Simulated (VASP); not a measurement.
Runs of VASP 6.6.1 on PtS2. Symmetry: P-3m1, No. 164, trigonal system. Conventional cell: a = 3.543 Å, b = 3.543 Å, c = 5.039 Å, α = 90.00°, β = 90.00°, γ = 120.00°. Pt (site symmetry -3m) is surrounded by 6 S at 2.34 Å. Around S (site symmetry 3m) lie 3 Pt at 2.34 Å. 

| task | level | smearing | gap on the mesh (eV) | pressure (GPa) | largest force (eV/Å) |
| --- | --- | --- | --- | --- | --- |
| band structure | MS2 | fermi-dirac 0.05 eV | (a) | (c) | 0.98 |
| band structure | TPSS | fermi-dirac 0.05 eV | 1.08 | 10.7 | 1.31 |
| single point | PBE | gaussian 0.012 eV | (b) | 11.1 | 1.21 |
| band structure | revTPSS | fermi-dirac 0.05 eV | 1.07 | 8.3 | 1.13 |

Alike in all rows: potentials or basis VASP PAW PBE potentials, release 64 (Pt, S); no spin polarisation; cell as given; k mesh 9 × 9 × 5; cutoff (eV) 520.

Question: Estimate the missing entries.

Answer: (a) 1.29; (b) 1.03; (c) 7.2.

Caveats: spin-orbit coupling is left out, which moves the levels of the heavy elements; the PAW data sets were made with another functional, which shifts forces and pressure a little (some runs); an odd mesh through Γ misses points on the zone boundary, where band edges often lie (some runs); forces of over 1 eV/Å show positions far from the minimum, so gaps and moduli don't describe the material at rest (some runs).

A k mesh can miss the band edges, and the runs leave out spin-orbit coupling on Pt.
